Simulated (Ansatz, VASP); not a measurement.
## BN in VASP and in Ansatz

INCAR

```
PREC = Accurate
ENCUT = 520
EDIFF = 1E-7
ISMEAR = 0
SIGMA = 0.05
LREAL = False
LASPH = True
NELM = 100
ALGO = Normal
ISIF = 2
LWAVE = False
LCHARG = False
GGA = PE
NBANDS = 16
```

KPOINTS

```
Automatic mesh
0
Gamma
  6 6 6
```

File POSCAR:

```
BN
1.0
    0.0000000000     -1.8123937734     -1.8123937734
   -1.8123937734      0.0000000000     -1.8123937734
    1.8123937734      1.8123937734     -3.6247875468
B N
2 2
Direct
   -0.0015993670      0.0071310777      0.0000000000
    0.5015993670      0.4928689223      0.5000000000
    0.3733632633      0.3822976976      0.8750000000
    0.8766367367      0.8677023024      0.3750000000
```

Input for Ansatz:

```yaml
crystal:
  lattice:
    - [0.0, -1.8123937734, -1.8123937734]
    - [-1.8123937734, 0.0, -1.8123937734]
    - [1.8123937734, 1.8123937734, -3.6247875468]
  atoms:
    - { symbol: B, position: [-0.001599367, 0.0071310777, 0.0] }
    - { symbol: B, position: [0.501599367, 0.4928689223, 0.5] }
    - { symbol: "N", position: [0.3733632633, 0.3822976976, 0.875] }
    - { symbol: "N", position: [0.8766367367, 0.8677023024, 0.375] }
basis:
  ecutwfc: 520.0
kpoints:
  mp_grid: { grid: [6, 6, 6] }
hamiltonian:
  xc: pbe
scf:
  occupations: { method: gaussian, width: 0.05 }
output:
  forces: true
  stress: true
  eigenvalues: true
```

Change from the starting cell: mode 4 frozen in at -0.017 Å, equal normal strain along x and y +0.0000.

Alike in both runs: task single point; functional PBE; k mesh 6 × 6 × 6; occupations gaussian, width 0.05 eV; no spin polarisation.

```csv
,VASP,Ansatz
version,VASP 6.6.1,Ansatz 0.2.0
potentials or method,"VASP PAW PBE potentials, release 64 (B, N)","scalar-relativistic, plane waves, PAW"
plane-wave cutoff (eV),520,520
valence electrons in the cell,16,16
```

```tsv
	VASP	Ansatz	Ansatz less VASP
gap on the k mesh at the Fermi level (eV)	4.44	4.46	+0.011
least direct gap on the mesh (eV)	6.37	6.38	+0.012
pressure (GPa)	0.2	0.0	-0.21
largest component of the traceless stress (GPa)	0.06	0.06	0.000
rms of the force components (eV/Å)	0.104	0.104	+0.0001
```

Atom by atom the forces differ by 0.000 eV/Å (rms over components). The functional is the same, so the differences come from potentials, cutoffs and numerics.

Caveats: the k mesh is coarse (spacing up to 0.48 Å⁻¹), so the values aren't converged. A k mesh can miss the band edges.
